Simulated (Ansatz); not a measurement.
# WC (Qusongite) (P-6m2) in Ansatz: equation of state

How stiff is WC (Qusongite) in PBE, and what volume does it want? The cell is scaled to several volumes.

Program: Ansatz 0.2.0. These are calculated values, not measurements. Logs are shortened: lines on timing, memory, paths and dates and some standing lists are left out, and cuts for length are marked.

## (1) The crystal as given

The structure is hexagonal, space group P-6m2 (No. 187). The conventional cell has a = 2.907 Å, b = 2.907 Å, c = 2.837 Å, α = 90.00°, β = 90.00°, γ = 120.00°. Around W (site symmetry -6m2) lie 6 C at 2.20 Å. C (site symmetry -6m2) is surrounded by 6 W at 2.20 Å.

## (2) Equation of state, PBE

Potentials or basis: all-electron LAPW, scalar-relativistic.

No new run: the results of the series are fitted here.

Results:

| Item | Value |
| --- | --- |
| Equilibrium volume | 10.53 Å³/atom |
| Bulk modulus at fixed shape and positions | 386 GPa |
| Pressure derivative of the bulk modulus | 4.2 |

Energy against volume, from the lowest point:
```csv
volume (Å³/atom),energy (meV/atom)
9.754,77.56
9.961,39.80
10.169,15.12
10.376,2.24
10.584,0.00
10.791,7.35
10.999,23.33
```

Caveat: the cell was scaled at fixed shape and fractional positions, which overstates the stiffness of a crystal with free parameters, most of all of layers and chains. The run has no spin-orbit coupling, so splittings on W are missing.
